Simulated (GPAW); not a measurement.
## Equation of state of Ni3Ge under LDA

```
CELL_PARAMETERS angstrom
3.53033 0.00000 0.00000
0.00000 3.53033 0.00000
0.00000 0.00000 3.53033
ATOMIC_POSITIONS crystal
Ge 0.00000 0.00000 0.00000
Ni 0.50000 0.50000 0.00000
Ni 0.00000 0.50000 0.50000
Ni 0.50000 0.00000 0.50000
```

The cell comes from a database or a generator and needn't be the stable form of this composition.

The cell was scaled at fixed shape and fractions and run with GPAW, the program's PAW data sets (release 1.2.1) made for this functional, cutoff 600 eV; LDA, k mesh 6 × 6 × 6 on the cell of 4 atoms, fermi-dirac occupations of 0.05 eV, collinear spin, ferromagnetic start, no spin-orbit coupling. Energies are those that the program minimises, any entropy of the smearing included. For a metal such a mesh isn't converged to the digits shown. The moments vanished.

| V (Å³/atom) | energy over the lowest row (meV/atom) |
| --- | --- |
| 10.3399 | 9.97 |
| 10.5599 | 1.29 |
| 10.7799 | 0.00 |
| 10.9999 | 5.24 |
| 11.2199 | ? |
| 11.4399 | 32.45 |
| 11.6599 | 53.16 |

Task: Fit the third-order Birch-Murnaghan form, give V0, B0 and B′, and predict the energy left open.

Result: With y = (V0/V)^(2/3), E = E0 + (9 V0 B0/16) [(y - 1)³ B′ + (y - 1)² (6 - 4y)]. Least squares through the rows shown give V0 = 10.7103 Å³/atom, E0 = -0.34 meV, B0 = 240.6 GPa (1 eV/Å³ = 160.218 GPa) and B′ = 4.90, with a largest miss of 0.01 meV. At V = 11.2199 the form with these constants gives 16.28 meV; the run gave 16.28 meV an atom.

The fit places the minimum at 10.7103 Å³/atom, and the omitted energy is recovered at 16.28 meV an atom. Because that point lies inside the sampled range, the agreement shows that the curve is smooth and well described by the chosen form, not that LDA is accurate. The equilibrium volume is in fact smaller than that known for L1₂ Ni3Ge, the usual LDA overbinding, which probably also makes the bulk modulus of 240.6 GPa too high.

The stiffness reflects a dense metallic packing in which Ni d states take part in Ni–Ni bonding and hybridise with Ge p states. Compression raises the kinetic energy and the overlap repulsion faster than expansion weakens the bonding, hence the asymmetric curve and a positive B′. The loss of the moment fits the known paramagnetism of the compound: hybridisation with Ge and filling of the Ni d states probably leave too low a density of states at the Fermi level for a Stoner instability. Uniform scaling tests the response to volume change only, not resistance to shear.
